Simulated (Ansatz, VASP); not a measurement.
## One calculation of AlN, two programs

INCAR

```
ALGO = Normal ; EDIFF = 1E-7
ENCUT = 520 ; GGA = PE
ISIF = 2 ; ISMEAR = 0
LASPH = True ; LCHARG = False
LREAL = False ; LWAVE = False
NBANDS = 16 ; NELM = 60
PREC = Accurate ; SIGMA = 0.05
```

Contents of KPOINTS:

```
k-points
0
Gamma
  6 6 6
```

Contents of POSCAR:

```
AlN
1.0
    0.0000000000     -2.2015682416     -2.2015682416
   -2.2015682416      0.0000000000     -2.2015682416
    2.2015682416      2.2015682416     -4.4031364832
Al N
2 2
Direct
   -0.0116610999      0.0326857130     -0.0035370201
    0.5045870597      0.4602402468      0.4964629799
    0.3745337399      0.4142707201      0.8818133250
    0.8890929101      0.8493559300      0.3818133250
```

Input for Ansatz:

```yaml
crystal:
  lattice:
    - [0.0, -2.2015682416, -2.2015682416]
    - [-2.2015682416, 0.0, -2.2015682416]
    - [2.2015682416, 2.2015682416, -4.4031364832]
  atoms:
    - { symbol: Al, position: [-0.0116610999, 0.032685713, -0.0035370201] }
    - { symbol: Al, position: [0.5045870597, 0.4602402468, 0.4964629799] }
    - { symbol: "N", position: [0.3745337399, 0.4142707201, 0.881813325] }
    - { symbol: "N", position: [0.8890929101, 0.84935593, 0.381813325] }
basis:
  ecutwfc: 520.0
kpoints:
  mp_grid: { grid: [6, 6, 6] }
hamiltonian:
  xc: pbe
scf:
  occupations: { method: gaussian, width: 0.05 }
output:
  forces: true
  stress: true
  eigenvalues: true
```

Change from the starting cell: mode 4 frozen in at -0.102 Å and mode 10 at -0.060 Å (largest displacements).

Alike in both runs: task single point; functional PBE; k mesh 6 × 6 × 6; occupations gaussian, width 0.05 eV; no spin polarisation.

|  | VASP | Ansatz |
| --- | --- | --- |
| version | VASP 6.6.1 | Ansatz 0.2.0 |
| potentials or method | VASP PAW PBE potentials, release 64 (Al, N) | scalar-relativistic, plane waves, PAW |
| plane-wave cutoff (eV) | 520 | 520 |
| valence electrons in the cell | 16 | 16 |

```tsv
	VASP	Ansatz	Ansatz less VASP
gap on the k mesh at the Fermi level (eV)	3.04	3.04	+0.008
least direct gap on the mesh (eV)	3.54	3.55	+0.006
pressure (GPa)	0.5	0.7	+0.25
largest component of the traceless stress (GPa)	5.37	5.35	-0.022
rms of the force components (eV/Å)	0.769	0.767	-0.0018
```

Atom by atom the forces differ by 0.002 eV/Å (rms over components). The functional is the same, so the differences come from potentials, cutoffs and numerics.

Caveats: forces of over 1 eV/Å show positions far from the minimum, so gaps and moduli don't describe the material at rest. A k mesh can miss the band edges.
